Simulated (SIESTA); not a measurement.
Au:

```xyz
1
Lattice="0.0000 2.0350 2.0350 2.0350 0.0000 2.0350 2.0350 2.0350 0.0000" Properties=species:S:1:pos:R:3 pbc="T T T"
Au    0.0000    0.0000    0.0000
```

Base run:

```yaml
Program: SIESTA 5.4.2
Functional: PBEsol
Potentials_or_basis: PseudoDojo 0.4 standard (PBEsol files)
Basis: DZP (energy shift 0.003 Ry; two zetas on semicore shells)
Grid_cutoff: 800 Ry
Energy_shift: 0.003 Ry
k_mesh: 11 × 11 × 11
Occupations: fermi-dirac, width 0.05 eV
Spin: no spin polarisation
```

Its results: band gap on the k mesh none (metal or under the smearing width); pressure 3.2 GPa.

Question: The run is repeated on the same cell with these changes: functional from PBEsol to LDA; potentials or basis from PseudoDojo 0.4 standard (PBEsol files) to PseudoDojo 0.4 standard (LDA files). What comes out?

Answer: Band gap on the k mesh none (metal or under the smearing width); pressure -1.6 GPa.

Caveats: short orbitals over semicore shells can move pressures by several GPa; the basis of atomic orbitals isn't converged, which shifts pressures, moduli and gaps; spin-orbit coupling is left out, which moves the levels of the heavy elements (some runs).
